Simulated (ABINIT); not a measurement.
Wanted: the native input for an ABINIT 10.8.3 (patched build) run.

| Item | Value |
| --- | --- |
| Task | single point |
| Functional | r2SCAN |
| Potentials or basis | JTH PAW PBE v2.0 |
| Cutoff | 544 eV |
| k mesh | 11 × 11 × 11 |
| Occupations | fermi-dirac, width 0.05 eV |
| Spin | no spin polarisation |
| Fine-grid cutoff | 1088.46 eV |

Crystal: Ag.

```
Ag
1.0
     0.00000    2.04275    2.04275
     2.04275    0.00000    2.04275
     2.04275    2.04275    0.00000
Ag
1
Direct
  0.00000 0.00000 0.00000
```

One way to write it, as run:

run.abi

```
# Pseudopotentials
pp_dirpath "./"
pseudos "Ag.GGA_PBE-JTH.xml"

# Structure
acell 5.4592009917 5.4592009917 5.4592009917
rprim
     0.0000000000     0.7071067812     0.7071067812
     0.7071067812     0.0000000000     0.7071067812
     0.7071067812     0.7071067812     0.0000000000
ntypat 1
znucl 47
natom 1
typat 1
xcart
     0.0000000000     0.0000000000     0.0000000000

# Plane-wave basis
ecut 544.227725 eV
pawecutdg 40.0

# k points
kptopt 1
ngkpt 11 11 11
nshiftk 1
shiftk 0.0 0.0 0.0

# Exchange and correlation
ixc -497498
usekden 1
pawxcdev 0

# Bands and occupations
nband 10
occopt 3
tsmear 0.00183747

# SCF cycle
nstep 100
tolvrs 1.0e-7

# Output
iomode 3
prtwf 0
prteig 0
prtebands 0
enunit 1
prtden 1
prtvha 1
prtvclmb 1
prtpot 1
```

Potentials or basis: JTH PAW PBE v2.0.

Run with:

```bash
$ mpirun --bind-to none -np 4 abinit run.abi > log 2>&1
```

Results of the run:

| Quantity | Value |
| --- | --- |
| Pressure | 1.1 GPa |
| Band gap on the k mesh | none (metal or under the smearing width) |
| Valence electrons inside the program's atomic spheres | Ag 9.84 (radii [1.331] Å) |

Caveat: the PAW data sets were made with another functional, which shifts forces and pressure a little.

Wall time 10 s on 4 MPI ranks on Arm Neoverse V2, on a shared host, peak memory 0.4 GiB a rank.
